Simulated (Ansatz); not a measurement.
# C₃H₆O: how energies converge with the basis set

The task here is to estimate one member of a computed series from the others.

Computed with Ansatz 0.2.0, Gaussian basis. Level: one geometry, several basis sets.

Levels to be run: PBE0-D4/def2-SVP; ωB97M-V/def2-SVP; PBE0-D4/def2-QZVPP; ωB97M-V/def2-QZVPP; the functionals' def2-TZVPP values are taken from earlier runs.

## Structure used throughout

An earlier PBE0-D4 in a triple-zeta def2 set relaxation fixed the geometry.

SMILES `CCC=O`, 10 atoms, charge 0, spin multiplicity 1.

Atoms are counted from 1 here; the program's logs count them from 0.

Bond lengths: C1–C2 1.524 Å, C1–H5 1.091 Å, C1–H6 1.093 Å, C1–H7 1.092 Å, C2–C3 1.499 Å, C2–H8 1.092 Å, C2–H9 1.098 Å, C3–O4 1.200 Å, C3–H10 1.115 Å. Angles: C2–C1–H5 110.8°, C2–C1–H6 111.3°, C2–C1–H7 111.1°, H5–C1–H6 107.7°, H5–C1–H7 107.9°, H6–C1–H7 107.9°, C1–C2–C3 111.6°, C1–C2–H8 112.2°, C1–C2–H9 109.4°, C3–C2–H8 108.7°, C3–C2–H9 106.9°, H8–C2–H9 107.9°, C2–C3–O4 125.2°, C2–C3–H10 114.5°, O4–C3–H10 120.3°.

The first run:

Input file in.yaml:

```yaml
crystal:
  periodic: [false, false, false]
  atoms:
    - {symbol: C, position_ang: [-0.699760, 0.546031, 0.734795]}
    - {symbol: C, position_ang: [0.018319, -0.616060, 0.059532]}
    - {symbol: C, position_ang: [0.913323, -0.143107, -1.045887]}
    - {symbol: O, position_ang: [0.888688, -0.545299, -2.175931]}
    - {symbol: H, position_ang: [-1.282979, 0.197728, 1.588380]}
    - {symbol: H, position_ang: [0.010075, 1.292747, 1.100235]}
    - {symbol: H, position_ang: [-1.381830, 1.042841, 0.041613]}
    - {symbol: H, position_ang: [-0.679231, -1.351735, -0.344954]}
    - {symbol: H, position_ang: [0.658482, -1.124136, 0.792524]}
    - {symbol: H, position_ang: [1.637914, 0.649789, -0.747406]}
basis:
  gaussian: {orbitals: def2-SVP}
hamiltonian: {xc: pbe0, dispersion: d4}
output: {orbitals: {seedname: orbitals}}
```

Command:

```bash
ansatz run in.yaml --threads 4 --pin off --events-out ev --progress --plain --max-ram 10444MiB
```

Steps of the session up to this table: PBE0-D4 in def2-SVP; ωB97M-V in def2-SVP; PBE0-D4 in def2-QZVPP; ωB97M-V in def2-QZVPP.

One table of the session follows, with a row left open; its other results are not shown here.

It belongs to the step «Functionals by basis». 

```
functional       basis  HOMO (eV)
   PBE0-D4    def2-SVP      -7.23
   PBE0-D4  def2-TZVPP      -7.38
   PBE0-D4  def2-QZVPP      -7.41
   ωB97M-V    def2-SVP      -9.63
   ωB97M-V  def2-TZVPP          ?
   ωB97M-V  def2-QZVPP      -9.82
```

Q: Estimate the row for ωB97M-V, def2-TZVPP from the others.

As computed: HOMO (eV): -9.79. In the column «HOMO (eV)» it lies between ωB97M-V, def2-QZVPP (-9.82) and ωB97M-V, def2-SVP (-9.63).
